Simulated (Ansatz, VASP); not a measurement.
## One calculation of TePb, two programs

```xyz
2
Lattice="0.0000 3.2310 3.2310 3.2310 0.0000 3.2310 3.2310 3.2310 0.0000" Properties=species:S:1:pos:R:3 pbc="T T T"
Te    3.1190    3.1404    3.0974
Pb   -0.1308   -0.1042   -0.1259
```

Alike in both runs: functional PBEsol; k mesh 6 × 6 × 6; occupations fermi-dirac, width 0.05 eV; no spin polarisation.

Ansatz relaxed the structure, and its values are those at the end. VASP's run is a single point on that final structure, the one shown.

```csv
,VASP,Ansatz
version,VASP 6.6.1,Ansatz 0.2.0
potentials or method,"VASP PAW PBE potentials, release 64 (Te, Pb_d), cutoff 520 eV","all-electron LAPW, scalar-relativistic"
```

Ansatz gave:

| Quantity | Value |
| --- | --- |
| pressure (GPa) | -0.4 |
| rms of the force components (eV/Å) | 0.003 |

Task: Estimate VASP's values.

Result: Pressure (GPa): -0.4; rms of the force components (eV/Å): 0.004.

Ansatz ran all-electron here, so the differences hold the error of VASP's frozen core and of both bases.

Caveats: the PAW data sets were made with another functional, which shifts forces and pressure a little (VASP). A k mesh can miss the band edges.
